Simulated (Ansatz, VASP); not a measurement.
## Si in VASP and in Ansatz

```
Si
1.0
    -2.40088    2.39745    1.33419
     2.40082   -2.39743    1.33405
     2.40141    2.39796   -1.33416
Si
2
Direct
  0.25061 0.75064 0.50003
  0.49939 0.49936 0.99997
```

Change from the starting cell: atom 1 moved 0.45 Å; relaxed back.

Alike in both runs: functional PBE; k mesh 14 × 14 × 14; occupations gaussian, width 0.15 eV; no spin polarisation.

Ansatz relaxed the structure, and its values are those at the end. VASP's run is a single point on that final structure, the one shown.

|  | VASP | Ansatz |
| --- | --- | --- |
| version | VASP 6.6.1 | Ansatz 0.2.0 |
| potentials or method | VASP PAW PBE potentials, release 64 (Si) | scalar-relativistic, plane waves, PAW |
| plane-wave cutoff (eV) | 520 | 420 |
| valence electrons in the cell | 8 | 8 |

VASP gave:

| Quantity | Value |
| --- | --- |
| gap on the k mesh at the Fermi level (eV) | none |
| pressure (GPa) | -0.1 |

Problem. What did Ansatz give for the same quantities?

Solution. gap on the k mesh at the Fermi level (eV): none; pressure (GPa): 0.0.

A gap of «none» marks a metal or a gap that the smearing closes.
